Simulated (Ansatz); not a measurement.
# A computed series for KF: response to strain

Take KF in the rock salt structure (space group Fm-3m, No. 225; a = 5.3068 Å) as the base. Axes: x, y, z lie along the cube axes.

Strains are applied to the cell and any free atomic positions relax; under biaxial strain the out-of-plane vector relaxes too.

All numbers come from PBEsol, PAW, 420 eV (Ansatz, a first-principles code; without spin-orbit coupling).

```json
[
 {"biaxial strain, plane normal [111], relaxed out of plane (%)": "0", "out-of-plane strain (%)": "0.00"},
 {"biaxial strain, plane normal [111], relaxed out of plane (%)": "0.42", "out-of-plane strain (%)": "-0.41"},
 {"biaxial strain, plane normal [111], relaxed out of plane (%)": "0.83", "out-of-plane strain (%)": "?"},
 {"biaxial strain, plane normal [111], relaxed out of plane (%)": "1.25", "out-of-plane strain (%)": "-1.19"},
 {"biaxial strain, plane normal [111], relaxed out of plane (%)": "1.67", "out-of-plane strain (%)": "-1.59"},
 {"biaxial strain, plane normal [111], relaxed out of plane (%)": "2.08", "out-of-plane strain (%)": "-1.99"},
 {"biaxial strain, plane normal [111], relaxed out of plane (%)": "2.5", "out-of-plane strain (%)": "-2.39"}
]
```

Fit ε⊥ = −νε + γε² (strains in %) to the rows shown and predict the withheld row.

Least squares on the printed values gives ν = 0.95 (the biaxial Poisson response) and γ = -0.001 (largest residual 0.01 %); this predicts -0.79 %, and the run gives -0.79 %, in agreement.

Stability against distortions was not tested.
